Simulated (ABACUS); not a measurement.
# Co (P6_3/mmc) in ABACUS: reference runs, part 2 of 2

ABACUS 3.10.1. Earlier steps stand in the parts before.

## 3. Equation of state, PBE, collinear spin, ferromagnetic start, 10.21 Å³/atom (volume scaled by 0.96)

Input file INPUT:

```
INPUT_PARAMETERS
suffix              Co
calculation         scf
basis_type          pw
pseudo_dir          ./
symmetry            1
dft_functional      pbe
ecutwfc             97
pseudo_rcut         10
nspin               2
nbands              23
ks_solver           dav
smearing_method     fd
smearing_sigma      0.00367493
scf_thr             1e-08
scf_nmax            100
mixing_type         broyden
mixing_beta         0.4
cal_force           1
cal_stress          1
kpar                4
```

Input file STRU:

```
ATOMIC_SPECIES
Co 58.9332 Co.upf

LATTICE_CONSTANT
1.8897261246

LATTICE_VECTORS
2.4385904036 0.0000000000 0.0000000000
-1.2192952018 2.1118812389 0.0000000000
0.0000000000 0.0000000000 3.9667976331

ATOMIC_POSITIONS
Direct

Co
0.0
2
0.6666666667 0.3333333333 0.7500000000 1 1 1 mag 2
0.3333333333 0.6666666667 0.2500000000 1 1 1 mag 2
```

Input file KPT:

```
K_POINTS
0
Gamma
12 12 7 0 0 0
```

Potentials or basis: PseudoDojo NC SR 0.4.1 PBE standard, plane waves.

Run with:

```
OMP_NUM_THREADS=1 mpirun -np 4 abacus > log
```

running log:

```text
ABACUS v3.10.1

               Atomic-orbital Based Ab-initio Computation at UStc

 ------------------------------------------------------------------------------------

 READING GENERAL INFORMATION
                           global_out_dir = OUT.Co/
                           global_in_card = INPUT
                               pseudo_dir = ./
                              orbital_dir =
                                    DSIZE = 4
                                    GSIZE = 1

 READING UNITCELL INFORMATION
                                    ntype = 1
                  lattice constant (Bohr) = 1.88973
              lattice constant (Angstrom) = 1

 READING ATOM TYPE 1
                               atom label = Co
                      L=0, number of zeta = 1
                      L=1, number of zeta = 1
                      L=2, number of zeta = 1
             number of atom for this type = 2
               magnetization of element 1 = 2

                        TOTAL ATOM NUMBER = 2
DIRECT COORDINATES
    atom                   x                   y                   z     mag                  vx                  vy                  vz
taud_Co1            0.6666666667        0.3333333333        0.7500000000  2.0000        0.0000000000        0.0000000000        0.0000000000
taud_Co2            0.3333333333        0.6666666667        0.2500000000  2.0000        0.0000000000        0.0000000000        0.0000000000

                          Volume (Bohr^3) = 137.862
                             Volume (A^3) = 20.429

 Lattice vectors: (Cartesian coordinate: in unit of a_0)
             +2.43859                  +0                  +0
              -1.2193            +2.11188                  +0
                   +0                  +0             +3.9668
 Reciprocal vectors: (Cartesian coordinate: in unit of 2 pi/a_0)
            +0.410073           +0.236756                  -0
                   -0           +0.473511                  -0
                   +0                  -0           +0.252093
 The esolver type has been set to : ksdft_pw

                PAO radial cut off (Bohr) = 10

 Read in pseudopotential file is Co.upf
[... 209 lines left out ...]

 PW ALGORITHM --------------- ION=   1  ELEC=   1--------------------------------
 Notice: Threshold on eigenvalues was too large.
 hsover_error=0.34 > DRHO=0.038571
 Origin diag ethr = 0.01
 New diag ethr = 0.000113444
          total magnetism (Bohr mag/cell) = 3.1852
       absolute magnetism (Bohr mag/cell) = 3.2599
                        nelec for spin up = 18.5926
                      nelec for spin down = 15.4074

 Density error is 0.0397282482171
                          Error Threshold = 0.000113444038113
----------------------------------------------------------
     Energy           Rydberg                 eV
----------------------------------------------------------
 E_KohnSham     -612.1320439908      -8328.4837266612
 E_Harris       -614.5288463678      -8361.0938959685
 E_Fermi        1.5363768553         20.9034795069
----------------------------------------------------------
[... 119 lines left out ...]
 Density error is 1.14299018986e-09
                          Error Threshold = 3.24705332956e-11
----------------------------------------------------------
     Energy           Rydberg                 eV
----------------------------------------------------------
 E_KohnSham     -612.1434425480      -8328.6388119888
 E_KS(sigma->0) -612.1428784436      -8328.6311369538
 E_Harris       -612.1437390190      -8328.6428456835
 E_band         -31.3333716593       -426.3123921186
 E_one_elec     -238.4005070213      -3243.6053015781
 E_Hartree      145.6433124339       1981.5789246956
 E_xc           -112.2453150831      -1527.1758589352
 E_Ewald        -407.1398046687      -5539.4212261013
 E_entropy(-TS) -0.0011282089        -0.0153500699
 E_descf        0.0000000000         0.0000000000
 E_exx          0.0000000000         0.0000000000
 E_Fermi        1.5159134601         20.6250607319
----------------------------------------------------------

 charge density convergence is achieved
 final etot is -8328.638812 eV
 EFERMI = 20.625060732 eV

 STATE ENERGY(eV) AND OCCUPATIONS    NSPIN == 2
SPIN UP :
 1/19 kpoint (Cartesian) = 0.0000 0.0000 0.0000 (2225 pws)
       1       -75.3866    0.000992063
       2       -75.3140    0.000992063
       3       -38.8875    0.000992063
       4       -38.5360    0.000992063
       5       -38.5360    0.000992063
       6       -38.4846    0.000992063
[... 140 lines left out ...]
      22        30.7358        0.00000
      23        35.3773        0.00000

[... levels at 32 further k points ...]

------------------------------------------------------------------------------------------
 TOTAL-FORCE (eV/Angstrom)
------------------------------------------------------------------------------------------
                       Co1         0.0000000000         0.0000000000         0.0000000000
                       Co2         0.0000000000         0.0000000000         0.0000000000
------------------------------------------------------------------------------------------

----------------------------------------------------------------
 TOTAL-STRESS (KBAR)
----------------------------------------------------------------
       165.1628235438        -0.0000000000         0.0000000000
         0.0000000000       165.1628235504         0.0000000000
         0.0000000000        -0.0000000000       135.3582663791
----------------------------------------------------------------
 TOTAL-PRESSURE: 155.227971 KBAR

 --------------------------------------------
 !FINAL_ETOT_IS -8328.6388119887596986 eV
 --------------------------------------------
```

It took 31 s on 4 MPI ranks of Intel Xeon 6975P-C (Granite Rapids), shared host; peak memory 0.44 GiB.

What came out:

- Free energy: -8328.6388 eV
- Pressure: 15.5 GPa
- Band gap on the k mesh: none (metal or under the smearing width)
- Net moment: 3.16 μB per cell
- Absolute moment: 3.48 μB per cell

## 4. Equation of state, PBE, collinear spin, ferromagnetic start, 10.43 Å³/atom (volume scaled by 0.98)

INPUT is that of step 3.

Input file STRU:

```
ATOMIC_SPECIES
Co 58.9332 Co.upf

LATTICE_CONSTANT
1.8897261246

LATTICE_VECTORS
2.4554087999 0.0000000000 0.0000000000
-1.2277044000 2.1264463974 0.0000000000
0.0000000000 0.0000000000 3.9941557227

ATOMIC_POSITIONS
Direct

Co
0.0
2
0.6666666667 0.3333333333 0.7500000000 1 1 1 mag 2
0.3333333333 0.6666666667 0.2500000000 1 1 1 mag 2
```

KPT is that of step 3.

Run with:

```
OMP_NUM_THREADS=1 mpirun -np 4 abacus > log
```

Wall time 28 s (4 MPI ranks of Intel Xeon 6975P-C (Granite Rapids), shared host); peak memory 0.44 GiB.

It converged, with:

```
Free energy            : -8328.6730 eV
Pressure               : 10.1 GPa
Band gap on the k mesh : none (metal or under the smearing width)
Net moment             : 3.21 μB per cell
Absolute moment        : 3.54 μB per cell
```

## 5. Equation of state, PBE, collinear spin, ferromagnetic start, 10.64 Å³/atom

INPUT is that of step 4.

Input file STRU:

```
ATOMIC_SPECIES
Co 58.9332 Co.upf

LATTICE_CONSTANT
1.8897261246

LATTICE_VECTORS
2.4719999032 0.0000000000 0.0000000000
-1.2359999516 2.1408147143 0.0000000000
0.0000000000 0.0000000000 4.0211440800

ATOMIC_POSITIONS
Direct

Co
0.0
2
0.6666666667 0.3333333333 0.7500000000 1 1 1 mag 2
0.3333333333 0.6666666667 0.2500000000 1 1 1 mag 2
```

KPT is that of step 4.

Run with:

```
OMP_NUM_THREADS=1 mpirun -np 4 abacus > log
```

Run time: 30 s. Hardware: 4 MPI ranks of Intel Xeon 6975P-C (Granite Rapids), shared host; peak memory 0.44 GiB.

Results (log left out):

- Free energy: -8328.6935 eV
- Pressure: 5.3 GPa
- Band gap on the k mesh: none (metal or under the smearing width)
- Net moment: 3.25 μB per cell
- Absolute moment: 3.60 μB per cell

## 6. Equation of state, PBE, collinear spin, ferromagnetic start, 10.85 Å³/atom (volume scaled by 1.02)

INPUT is that of step 5.

Input file STRU:

```
ATOMIC_SPECIES
Co 58.9332 Co.upf

LATTICE_CONSTANT
1.8897261246

LATTICE_VECTORS
2.4883712406 0.0000000000 0.0000000000
-1.2441856203 2.1549927084 0.0000000000
0.0000000000 0.0000000000 4.0477749493

ATOMIC_POSITIONS
Direct

Co
0.0
2
0.6666666667 0.3333333333 0.7500000000 1 1 1 mag 2
0.3333333333 0.6666666667 0.2500000000 1 1 1 mag 2
```

KPT is that of step 5.

Potentials or basis: PseudoDojo NC SR 0.4.1 PBE standard, plane waves.

Run with:

```
OMP_NUM_THREADS=1 mpirun -np 4 abacus > log
```

It took 28 s on 4 MPI ranks of Intel Xeon 6975P-C (Granite Rapids), shared host; peak memory 0.44 GiB.

The run converged. Its results:

```yaml
Free_energy: -8328.7017 eV
Pressure: 0.9 GPa
Band_gap_on_the_k_mesh: none (metal or under the smearing width)
Net_moment: 3.29 μB per cell
Absolute_moment: 3.64 μB per cell
```

## 7. Equation of state, PBE, collinear spin, ferromagnetic start, 11.07 Å³/atom (volume scaled by 1.04)

INPUT is that of step 6.

Input file STRU:

```
ATOMIC_SPECIES
Co 58.9332 Co.upf

LATTICE_CONSTANT
1.8897261246

LATTICE_VECTORS
2.5045299482 0.0000000000 0.0000000000
-1.2522649741 2.1689865596 0.0000000000
0.0000000000 0.0000000000 4.0740599388

ATOMIC_POSITIONS
Direct

Co
0.0
2
0.6666666667 0.3333333333 0.7500000000 1 1 1 mag 2
0.3333333333 0.6666666667 0.2500000000 1 1 1 mag 2
```

KPT is that of step 6.

Run with:

```
OMP_NUM_THREADS=1 mpirun -np 4 abacus > log
```

It took 33 s on 4 MPI ranks of Intel Xeon 6975P-C (Granite Rapids), shared host; peak memory 0.44 GiB.

It converged, with:

| Quantity | Value |
| --- | --- |
| Free energy | -8328.6989 eV |
| Pressure | -3.1 GPa |
| Band gap on the k mesh | none (metal or under the smearing width) |
| Net moment | 3.32 μB per cell |
| Absolute moment | 3.69 μB per cell |

## 8. Equation of state, PBE, collinear spin, ferromagnetic start, 11.28 Å³/atom (volume scaled by 1.06)

INPUT is that of step 7.

Input file STRU:

```
ATOMIC_SPECIES
Co 58.9332 Co.upf

LATTICE_CONSTANT
1.8897261246

LATTICE_VECTORS
2.5204827983 0.0000000000 0.0000000000
-1.2602413992 2.1828021331 0.0000000000
0.0000000000 0.0000000000 4.1000100648

ATOMIC_POSITIONS
Direct

Co
0.0
2
0.6666666667 0.3333333333 0.7500000000 1 1 1 mag 2
0.3333333333 0.6666666667 0.2500000000 1 1 1 mag 2
```

KPT is that of step 7.

Run with:

```
OMP_NUM_THREADS=1 mpirun -np 4 abacus > log
```

Run time: 31 s. Hardware: 4 MPI ranks of Intel Xeon 6975P-C (Granite Rapids), shared host; peak memory 0.44 GiB.

Results (log left out):

| Quantity | Value |
| --- | --- |
| Free energy | -8328.6859 eV |
| Pressure | -6.7 GPa |
| Band gap on the k mesh | none (metal or under the smearing width) |
| Net moment | 3.34 μB per cell |
| Absolute moment | 3.72 μB per cell |

## 9. Equation of state, PBE, collinear spin, ferromagnetic start

Potentials or basis: PseudoDojo NC SR 0.4.1 PBE standard, plane waves.

No new run: the results of the series are fitted here.

What came out:

```
Equilibrium volume                        : 10.90 Å³/atom
Bulk modulus at fixed shape and positions : 209 GPa
Pressure derivative of the bulk modulus   : 4.2
```

Energy against volume, from the lowest point:
| volume (Å³/atom) | energy (meV/atom) |
| --- | --- |
| 10.002 | 56.07 |
| 10.215 | 31.46 |
| 10.427 | 14.38 |
| 10.640 | 4.12 |
| 10.853 | 0.00 |
| 11.066 | 1.43 |
| 11.279 | 7.89 |

Caveat: the cell was scaled at fixed shape and fractional positions, which overstates the stiffness of a crystal with free parameters, most of all of layers and chains.

## 10. Single point, PBE, collinear spin, ferromagnetic start

INPUT is that of step 8.

Input file STRU:

```
ATOMIC_SPECIES
Co 58.9332 Co.upf

LATTICE_CONSTANT
1.8897261246

LATTICE_VECTORS
2.4719999032 0.0000000000 0.0000000000
-1.2359999516 2.1408147143 0.0000000000
0.0000000000 0.0000000000 4.0211440800

ATOMIC_POSITIONS
Direct

Co
0.0
2
0.6666666667 0.3333333333 0.7500000000 1 1 1 mag 2
0.3333333333 0.6666666667 0.2500000000 1 1 1 mag 2
```

KPT is that of step 8.

Potentials or basis: PseudoDojo NC SR 0.4.1 PBE standard, plane waves.

Run with:

```
OMP_NUM_THREADS=1 mpirun -np 4 abacus > log
```

running log:

```text
ABACUS v3.10.1

               Atomic-orbital Based Ab-initio Computation at UStc

 ------------------------------------------------------------------------------------

 READING GENERAL INFORMATION
                           global_out_dir = OUT.Co/
                           global_in_card = INPUT
                               pseudo_dir = ./
                              orbital_dir =
                                    DSIZE = 4
                                    GSIZE = 1

 READING UNITCELL INFORMATION
                                    ntype = 1
                  lattice constant (Bohr) = 1.88973
              lattice constant (Angstrom) = 1

 READING ATOM TYPE 1
                               atom label = Co
                      L=0, number of zeta = 1
                      L=1, number of zeta = 1
                      L=2, number of zeta = 1
             number of atom for this type = 2
               magnetization of element 1 = 2

                        TOTAL ATOM NUMBER = 2
DIRECT COORDINATES
    atom                   x                   y                   z     mag                  vx                  vy                  vz
taud_Co1            0.6666666667        0.3333333333        0.7500000000  2.0000        0.0000000000        0.0000000000        0.0000000000
taud_Co2            0.3333333333        0.6666666667        0.2500000000  2.0000        0.0000000000        0.0000000000        0.0000000000

[... 353 lines left out ...]
 E_KohnSham     -612.1474618849      -8328.6934978725
 E_KS(sigma->0) -612.1468973025      -8328.6858163342
 E_Harris       -612.1482992265      -8328.7048904893
 E_band         -33.6322192322       -457.5898179437
 E_one_elec     -247.1523681870      -3362.6804815371
 E_Hartree      148.8292576080       2024.9259325793
 E_xc           -112.1859812567      -1526.3685808128
 E_Ewald        -401.6372408843      -5464.5550050252
 E_entropy(-TS) -0.0011291649        -0.0153630767
 E_descf        0.0000000000         0.0000000000
 E_exx          0.0000000000         0.0000000000
 E_Fermi        1.4447191995         19.6564131238
----------------------------------------------------------

 charge density convergence is achieved
 final etot is -8328.6934979 eV
 EFERMI = 19.656413124 eV

 STATE ENERGY(eV) AND OCCUPATIONS    NSPIN == 2
SPIN UP :
 1/19 kpoint (Cartesian) = 0.0000 0.0000 0.0000 (2321 pws)
       1       -76.3531    0.000992063
       2       -76.2924    0.000992063
       3       -39.8300    0.000992063
       4       -39.5250    0.000992063
       5       -39.5250    0.000992063
       6       -39.4818    0.000992063
[... 140 lines left out ...]
      22        29.3453    4.14772e-87
      23        33.9911        0.00000

[... levels at 32 further k points ...]

------------------------------------------------------------------------------------------
 TOTAL-FORCE (eV/Angstrom)
------------------------------------------------------------------------------------------
                       Co1         0.0000000000         0.0000000000         0.0000000000
                       Co2         0.0000000000         0.0000000000         0.0000000000
------------------------------------------------------------------------------------------

----------------------------------------------------------------
 TOTAL-STRESS (KBAR)
----------------------------------------------------------------
        61.8389014108         0.0000000000        -0.0000000000
         0.0000000000        61.8389014122         0.0000000000
         0.0000000000         0.0000000000        33.8782694792
----------------------------------------------------------------
 TOTAL-PRESSURE: 52.518691 KBAR

 --------------------------------------------
 !FINAL_ETOT_IS -8328.6934978725257679 eV
 --------------------------------------------
```

stdout:

```text
ABACUS v3.10.1

               Atomic-orbital Based Ab-initio Computation at UStc

%%%%%%%%%%%%%%%%%%%%%%%%%%%%%%%%%%%%%%%%%%%%%%%%%%%%%%%%%%%%%%%%%%%%%%%%%%%%%%%%%%%%%%%%%%%%%%%%%%%%%%%%%
 Warning: the number of valence electrons in pseudopotential > 9 for Co: [Ar] 3d7 4s2
[... 33 lines left out ...]
 TOTAL-STRESS (KBAR)
----------------------------------------------------------------
        61.8389014108         0.0000000000        -0.0000000000
         0.0000000000        61.8389014122         0.0000000000
         0.0000000000         0.0000000000        33.8782694792
----------------------------------------------------------------
 TOTAL-PRESSURE: 52.518691 KBAR
```

It took 30 s on 4 MPI ranks of Intel Xeon 6975P-C (Granite Rapids), shared host; peak memory 0.44 GiB.

What came out:

- Free energy: -8328.6935 eV
- Pressure: 5.3 GPa
- Band gap on the k mesh: none (metal or under the smearing width)
- Net moment: 3.25 μB per cell
- Absolute moment: 3.60 μB per cell

Stress tensor (GPa, compression positive):
```
6.18 0.00 0.00
0.00 6.18 0.00
0.00 0.00 3.39
```

## 11. Single point, PBE, collinear spin, ferromagnetic start (atoms moved at random, drawn with an rms of 0.05 Å)

INPUT: that of step 10 with these lines changed.

```diff
@@ -20,2 +20,4 @@
 cal_stress          1
-kpar                4
+out_chg             1
+out_pot             2
+out_elf             1
```

STRU: that of step 10 with these lines changed.

```diff
@@ -17,3 +17,3 @@
 2
-0.6666666667 0.3333333333 0.7500000000 1 1 1 mag 2
-0.3333333333 0.6666666667 0.2500000000 1 1 1 mag 2
+0.6648460000 0.3127030000 0.7427330000 1 1 1 mag 2
+0.3433360000 0.6528870000 0.2401120000 1 1 1 mag 2
```

KPT is that of step 10.

Run with:

```
OMP_NUM_THREADS=1 mpirun -np 4 abacus > log
```

Wall time 5.2 min (4 MPI ranks of Intel Xeon 6975P-C (Granite Rapids), shared host); peak memory 1.1 GiB.

The run converged. Its results:

```
Free energy            : -8328.6923 eV
Pressure               : 5.3 GPa
Largest force          : 0.094 eV/Å
Band gap on the k mesh : none (metal or under the smearing width)
Net moment             : 3.25 μB per cell
Absolute moment        : 3.60 μB per cell
```

Forces in eV/Å, atoms in the order of the input:
```
Co   0.051  0.036 -0.070
Co  -0.051 -0.036  0.070
```

Stress tensor (GPa, compression positive):
```
 5.92 -0.42 -0.03
-0.42  6.52 -0.02
-0.03 -0.02  3.49
```

Levels at points of the mesh, in eV from the Fermi level:
Spin up:
```csv
k point,band 17,band 18,band 19,band 20
"(0.00, 0.00, 0.00)",-1.96,-0.92,-0.83,-0.23
"(0.50, 0.00, 0.00)",-0.64,-0.58,1.23,3.45
"(0.00, 0.50, 0.00)",-0.67,-0.56,1.35,3.33
"(0.50, 0.50, 0.00)",-0.66,-0.56,1.33,3.34
```
Spin down:
```csv
k point,band 12,band 13,band 14,band 15,band 16,band 17,band 18,band 19
"(0.00, 0.00, 0.00)",-0.98,-0.95,-0.60,-0.58,-0.37,-0.18,-0.08,1.08
"(0.50, 0.00, 0.00)",-1.93,-1.13,-1.00,-0.63,1.28,1.38,1.43,2.54
"(0.00, 0.50, 0.00)",-1.97,-1.14,-1.09,-0.66,1.27,1.37,1.44,2.64
"(0.50, 0.50, 0.00)",-1.97,-1.13,-1.09,-0.66,1.27,1.37,1.44,2.63
```

## 12. Summary

| task | cell | gap on the mesh (eV) | pressure (GPa) | moment (μB) |
| --- | --- | --- | --- | --- |
| equation of state | as given | - | - | - |
| single point | as given | none | 5.3 | 3.25 |
| single point | atoms moved at random, drawn with an rms of 0.05 Å | none | 5.3 | 3.25 |

Alike in all rows: level PBE; potentials or basis PseudoDojo NC SR 0.4.1 PBE standard, plane waves; spin collinear, ferromagnetic start; k mesh 12 × 12 × 7; cutoff (eV) 1320; smearing fermi-dirac 0.05 eV.

Caveats: the cell was scaled at fixed shape and fractional positions, which overstates the stiffness of a crystal with free parameters, most of all of layers and chains (some runs).

Absolute energies hang on the potentials; compare differences alone.
